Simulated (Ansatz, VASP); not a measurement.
**CsPbCl3 in VASP and in Ansatz**

```
Cs Pb Cl
1.0
     5.67673    0.00000    0.00000
     0.00000    5.67673    0.00000
     0.00000    0.00000    5.67673
Cs Pb Cl
1 1 3
Direct
  0.00000 0.00000 0.00000
  0.50000 0.50000 0.50000
  0.50000 0.50000 0.00000
  0.00000 0.50000 0.50000
  0.50000 0.00000 0.50000
```

Alike in both runs: task single point; functional PBE; k mesh 4 × 4 × 4; occupations fermi-dirac, width 0.02 eV; no spin polarisation.

|  | VASP | Ansatz |
| --- | --- | --- |
| version | VASP 6.6.1 | Ansatz 0.2.0 |
| potentials or method | VASP PAW PBE potentials, release 64 (Cs_sv, Pb_d, Cl) | plane waves, PAW |
| plane-wave cutoff (eV) | 520 | 420 |
| valence electrons in the cell | 44 | 44 |

```csv
,VASP,Ansatz,Ansatz less VASP
gap on the k mesh at the Fermi level (eV),2.10,2.09,-0.009
pressure (GPa),0.7,0.8,+0.05
```

Caveats: spin-orbit coupling is left out, which as a rule narrows the gap of such compounds by several tenths of an eV. A k mesh can miss the band edges.
